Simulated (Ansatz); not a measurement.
# Spin–orbit splittings in Bi

```xyz
2
Lattice="4.5390 0.0000 0.0000 -2.2695 3.9309 0.0000 0.0000 0.0000 11.8290" Properties=species:S:1:pos:R:3 pbc="T T T"
Bi    0.0000    2.6206    2.9573
Bi    2.2695    1.3103    8.8718
```

Atom numbers follow the list: Bi1, Bi2.

The cell comes from COD entry 9011614, which wasn't checked; take it as a given geometry.

Levels of theory: DFT, PBE, all-electron LAPW, scalar-relativistic (Ansatz 0.2.0); DFT, PBE, all-electron LAPW, Dirac equation with spin-orbit coupling (Ansatz 0.2.0).

Numerical set-up: a Γ-centred 9×9×3 k mesh, Fermi–Dirac smearing of 0.03 eV, basis error target 0.5 meV/atom, no spin polarisation.

Levels between -4 and 2 eV, each run counted from its own valence-band top where it has a gap, else its Fermi level. Scalar levels are listed once for both spins; with the coupling every spinor state is counted. Levels near the edges of the range can cross them.

Problem. At H (0.333, 0.333, 0.500) the scalar-relativistic levels are -0.72 (×2), -0.71 (×2), 0.25 (×2). What are they with spin–orbit coupling?

Solution. -1.80 (×4), -0.31 (×2), -0.31 (×2), 0.51 (×2), 0.51 (×2).
